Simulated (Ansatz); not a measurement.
Theory: DFT PBE, scalar-relativistic, plane waves, PAW (Ansatz 0.2.0). All cells share a 420 eV cutoff and Γ-centred k meshes spaced about 0.3 Å⁻¹ or finer (0.25 for metals, 2π included). No spin polarisation.

All energies are static (0 K, no zero-point motion).

Two relaxed structures of Mo6H:

1.

```
CELL_PARAMETERS angstrom
2.99302 0.00000 0.00000
-1.49651 2.59203 0.00000
0.00000 0.00000 12.75267
ATOMIC_POSITIONS crystal
H 0.00000 0.00000 0.00000
Mo 0.66667 0.33333 0.41880
Mo 0.33333 0.66667 0.58120
Mo 0.33333 0.66667 0.09030
Mo 0.66667 0.33333 0.90970
Mo 0.00000 0.00000 0.74291
Mo 0.00000 0.00000 0.25709
```

2.

```
CELL_PARAMETERS angstrom
3.18084 0.00000 0.00000
0.00000 3.18084 0.00000
0.00000 0.00000 9.68113
ATOMIC_POSITIONS crystal
H 0.00000 0.00000 0.00000
Mo 0.50000 0.00000 0.57887
Mo 0.00000 0.50000 0.42113
Mo 0.00000 0.50000 0.09934
Mo 0.50000 0.00000 0.90066
Mo 0.00000 0.50000 0.74465
Mo 0.50000 0.00000 0.25535
```

Task: Which would you expect to be lower, and how large is the difference?

Result: Cell 2 is lower, by 219 meV/atom. Cell 1 has space group P-3m1 (No. 164), 14.1 Å³/atom and no gap on its mesh; cell 2 has space group P-4m2 (No. 115), 14.0 Å³/atom and no gap. Counting Mo atoms around H (those within 1.25 times the shortest such distance or 1.15 times the sum of covalent radii), cell 1 has H 6 and cell 2 has H 4. In cell 1, H has 6 Mo at 2.08 Å, 6 H at 2.99 Å and 2 Mo at 3.28 Å; around Mo on its first site lie 6 Mo at 2.69–2.70 Å and 6 Mo at 2.99 Å; Mo on its second site is surrounded by 3 H at 2.08 Å and 12 Mo at 2.74–2.99 Å; 1 more site not described. In cell 2, H has 4 Mo at 1.86 Å and 4 Mo at 2.94 Å; Mo on its first site has 8 Mo at 2.72–2.76 Å and 6 Mo at 3.12–3.18 Å; Mo on its second site has 2 H at 1.86 Å, 4 Mo at 2.71 Å, 9 Mo at 2.96–3.18 Å and 1 Mo at 3.43 Å; 1 more site not described. Both come from trial cells of a structure search.

With hydrogen, zero-point motion can shift such differences by 10 meV/atom or more. Trial moments fell under 0.15 μB along the way in P-3m1 and P-4m2; another start might hold them. With atoms moved at random, cell 2 came back. Cell 1 had no clear such test and can be a saddle point.
